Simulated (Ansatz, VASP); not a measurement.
# TiC (Khamrabaevite): VASP beside Ansatz

```
CELL_PARAMETERS angstrom
0.00000 2.16400 2.16400
2.16400 0.00000 2.16400
2.16400 2.16400 0.00000
ATOMIC_POSITIONS crystal
Ti 0.00000 0.00000 0.00000
C 0.50000 0.50000 0.50000
```

Alike in both runs: functional PBE; k mesh 18 × 18 × 18; occupations fermi-dirac, width 0.05 eV; no spin polarisation.

Ansatz relaxed the structure, and its values are those at the end. VASP's run is a single point on that final structure, the one shown.

|  | VASP | Ansatz |
| --- | --- | --- |
| version | VASP 6.6.1 | Ansatz 0.2.0 |
| potentials or method | VASP PAW PBE potentials, release 64 (Ti_sv, C) | plane-wave PAW, scalar-relativistic |
| plane-wave cutoff (eV) | 520 | 420 |
| valence electrons in the cell | 16 | 16 |

Ansatz gave:

| Quantity | Value |
| --- | --- |
| pressure (GPa) | 0.9 |

Question: Which values does VASP return?

Answer: Pressure (GPa): 1.1.

Ansatz warned: «stress_scf_threshold_loose».
